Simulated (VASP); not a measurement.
Set up this calculation in VASP 6.6.1, as the native input.

```
Task                   : relaxation of cell and atoms
Functional             : PBE
Dispersion             : D3(BJ)
Potentials or basis    : VASP PAW PBE potentials, release 64 (B, As)
Cutoff                 : 600 eV
k mesh                 : 12 × 12 × 1
Occupations            : gaussian, width 0.03 eV
Spin                   : no spin polarisation
Dipole correction      : no
Further INCAR settings : ALGO = Normal; EDIFF = 1e-06; IBRION = 2; EDIFFG = -0.005; NSW = 60; ISIF = 3
```

The structure of BAs lies in POSCAR:

```
BAs
1.0
    3.3800000000      0.0000000000      0.0000000000
   -1.6900000000      2.9271658600      0.0000000000
    0.0000000000      0.0000000000     16.0000000000
B As
1 1
Direct
    0.3333330000      0.6666670000      0.5000000000
    0.6666670000      0.3333330000      0.5000000000
```

The cell was built by a generator and needn't be a form met in nature.

These files were run (other wordings do the same):

INCAR

```
SYSTEM = BAs
  PREC = Accurate
  ENCUT = 600
  EDIFF = 1E-6
  ISMEAR = 0
  SIGMA = 0.03
  LREAL = .FALSE.
  LASPH = .TRUE.
  NELM = 120
  ALGO = Normal
  ISIF = 3
  LWAVE = .FALSE.
  LCHARG = .FALSE.
  GGA = PE
  IVDW = 12
  IBRION = 2
  NSW = 60
  EDIFFG = -0.005
  LATTICE_CONSTRAINTS = .TRUE. .TRUE. .FALSE.
  KPAR = 4
```

KPOINTS

```
regular mesh
0
G
  12 12 1
  0 0 0
```

Potentials or basis: VASP PAW PBE potentials, release 64 (B, As).

Run with:

```bash
$ cat potpaw_PBE.64/B/POTCAR potpaw_PBE.64/As/POTCAR > POTCAR
$ mpirun -np 4 vasp_std > vasp.out
```

Results of the run:

The relaxed volume is 79.22 Å³/atom. The relaxed cell is a = 3.381 Å, b = 3.381 Å, c = 16.000 Å, α = 90.00°, β = 90.00°, γ = 120.00°, the space group after relaxing (to 0.05 Å) is P-6m2 (No. 187) and the energy gained by relaxing is 0.0 meV/atom. The ionic steps are 3 and the band gap on the k mesh is 0.75 eV, direct. The dispersion energy per atom is -0.131 eV.

It took 56 s on 4 MPI ranks on Intel(R) Xeon(R) Platinum 8259CL CPU @ 2.50GHz (Skylake/Cascade Lake), with other jobs on the host, peak memory 0.34 GiB a rank.
